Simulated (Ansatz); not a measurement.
The system is SrVO3.

```
Sr V O
1.0
     3.84090    0.00000    0.00000
     0.00000    3.84090    0.00000
     0.00000    0.00000    3.84090
Sr V O
1 1 3
Direct
  0.50000 0.50000 0.50000
  0.00000 0.00000 0.00000
  0.00000 0.00000 0.50000
  0.00000 0.50000 0.00000
  0.50000 0.00000 0.00000
```

Base run:

| Item | Value |
| --- | --- |
| Program | Ansatz 0.2.0 |
| Functional | PBE |
| Potentials or basis | Ansatz PAW |
| Cutoff | 800 eV |
| Density cutoff | 3200 eV |
| k mesh | 7 × 7 × 7 |
| Occupations | fermi-dirac, width 0.05 eV |
| Spin | collinear spin, ferromagnetic start |
| Starting moments | [0.0, 2.0, 0.0, 0.0, 0.0] μB |

Its results: band gap on the k mesh none (metal or under the smearing width); pressure 2.3 GPa; net moment 0.00 μB per cell.

The run is repeated on the same cell with these changes: functional from PBE to PBEsol; cutoff from 800 eV to 420 eV; density cutoff from 3200 eV to 1680 eV. What comes out?

Band gap on the k mesh none (metal or under the smearing width); pressure -4.7 GPa; net moment 0.00 μB per cell.

PBEsol binds more tightly than PBE, so the same cell stands under less pressure.

Caveats: semilocal functionals often make such compounds metallic where correlation or magnetic order opens a gap, which also shifts bond lengths; the PAW data sets come from PBE, with cores solved anew for the run's functional, which leaves a small shift of forces and pressure (some runs).

Not every run made on this cell is shown here.
